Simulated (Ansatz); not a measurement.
**TiCo3 in Ansatz: the effect of starting spin order**

The system is TiCo3.

```xyz
4
Lattice="3.5710 0.0000 0.0000 0.0000 3.5710 0.0000 0.0000 0.0000 3.5710" Properties=species:S:1:pos:R:3 pbc="T T T"
Co    1.7855    1.7855    0.0000
Co    1.7855    0.0000    1.7855
Co    0.0000    1.7855    1.7855
Ti    0.0000    0.0000    0.0000
```

Alike in all runs:

- Program: Ansatz 0.2.0
- Task: single point
- Functional: PBEsol
- Potentials or basis: Ansatz PAW
- Cutoff: 420 eV (not typed: the program's choice for these potentials)
- k mesh: 6 × 6 × 6
- Occupations: fermi-dirac, width 0.05 eV

```csv
starting spin order,energy over the lowest run (meV/atom),final net moment (μB),final largest site moment (μB)
"ferromagnetic start, larger moments",0.0,2.60,1.04
"antiferromagnetic start, larger moments",0.0,2.60,1.04
non-magnetic,?,?,?
ferromagnetic,0.0,2.60,1.04
```

Problem. What does the run with starting spin order non-magnetic give?

Solution. Energy over the lowest run 10.5 meV/atom; final net moment 0.00 μB; final largest site moment 0.00 μB.

Caveats: the starting moments weren't kept (some runs).

Runs at the PBE level aren't shown here.
